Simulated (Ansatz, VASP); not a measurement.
## One calculation of Na, two programs

Contents of INCAR:

```
PREC = Accurate
ENCUT = 520
EDIFF = 1E-6
ISMEAR = -1
SIGMA = 0.05
LREAL = F
LASPH = T
NELM = 60
ALGO = Normal
ISIF = 2
LWAVE = F
LCHARG = F
NBANDS = 14
```

KPOINTS

```
regular mesh
0
Gamma
  11 11 6
```

POSCAR

```
Na
1.0
    3.7160893377      0.0000000000      0.0000000000
   -1.8580446689      3.2182277692      0.0000000000
    0.0000000000      0.0000000000      6.0708276422
Na
2
Direct
    0.3333333333      0.6666666667      0.2500000000
    0.6666666667      0.3333333333      0.7500000000
```

Input for Ansatz:

```yaml
crystal:
  lattice:
    - [3.7160893377, 0.0, 0.0]
    - [-1.8580446689, 3.2182277692, 0.0]
    - [0.0, 0.0, 6.0708276422]
  atoms:
    - { symbol: Na, position: [0.3333333333, 0.6666666667, 0.25] }
    - { symbol: Na, position: [0.6666666667, 0.3333333333, 0.75] }
kpoints:
  mp_grid: { grid: [11, 11, 6] }
  band_path:
    path:
      - [0.0, 0.0, 0.0]
      - [0.5, 0.0, 0.0]
      - [0.3333333333, 0.3333333333, 0.0]
      - [0.0, 0.0, 0.0]
      - [0.0, 0.0, 0.5]
      - [0.5, 0.0, 0.5]
      - [0.3333333333, 0.3333333333, 0.5]
      - [0.0, 0.0, 0.5]
      - [0.5, 0.0, 0.5]
    npoints: 5
scf:
  occupations: { method: fermi_dirac, width: 0.05 }
hamiltonian:
  xc: lda
  pseudopotentials: { kind: all_electron, lapw: { basis_error: 0.0005 } }
output:
  forces: true
  stress: true
  eigenvalues: true
```

Change from the starting cell: volume scaled by 0.96.

Alike in both runs: task single point; functional LDA; k mesh 11 × 11 × 6; occupations fermi-dirac, width 0.05 eV; no spin polarisation.

|  | VASP | Ansatz |
| --- | --- | --- |
| version | VASP 6.6.1 | Ansatz 0.2.0 |
| potentials or method | VASP PAW LDA potentials, release 64 (Na_pv) | all-electron LAPW, scalar-relativistic |
| plane-wave cutoff (eV) | 520 | see its input |

|  | VASP | Ansatz | Ansatz less VASP |
| --- | --- | --- | --- |
| pressure (GPa) | -0.6 | -0.6 | -0.04 |
| largest component of the traceless stress (GPa) | 0.19 | 0.19 | 0.000 |

Ansatz ran all-electron here, so the differences hold the error of VASP's frozen core and of both bases.
